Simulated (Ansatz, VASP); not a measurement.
# Two plane-wave programs on TiC

```
Ti C
1.0
     0.00000    1.83597    1.83597
     1.83597    0.00000    1.83597
     1.83597    1.83597    0.00000
Ti C
1 1
Direct
  0.00000 0.00000 0.00000
  0.50000 0.50000 0.50000
```

Change from the starting cell: volume scaled by 0.64, PAW files.

Alike in both runs: task single point; functional LDA; k mesh 17 × 17 × 17; occupations fermi-dirac, width 0.08 eV; no spin polarisation.

|  | VASP | Ansatz |
| --- | --- | --- |
| version | VASP 6.6.1 | Ansatz 0.2.0 |
| potentials or method | VASP PAW LDA potentials, release 64 (Ti_sv, C) | PAW with Ansatz's default frozen-core files, scalar-relativistic |
| plane-wave cutoff (eV) | 520 | 420 |
| valence electrons in the cell | 16 | 16 |

```csv
,VASP,Ansatz,Ansatz less VASP
pressure (GPa),297.6,298.2,+0.66
```

Caveats: the cell as given lies far from equilibrium; so large a pressure means that the cell lies far from this level's equilibrium, or that cutoff or potentials fall short (VASP).
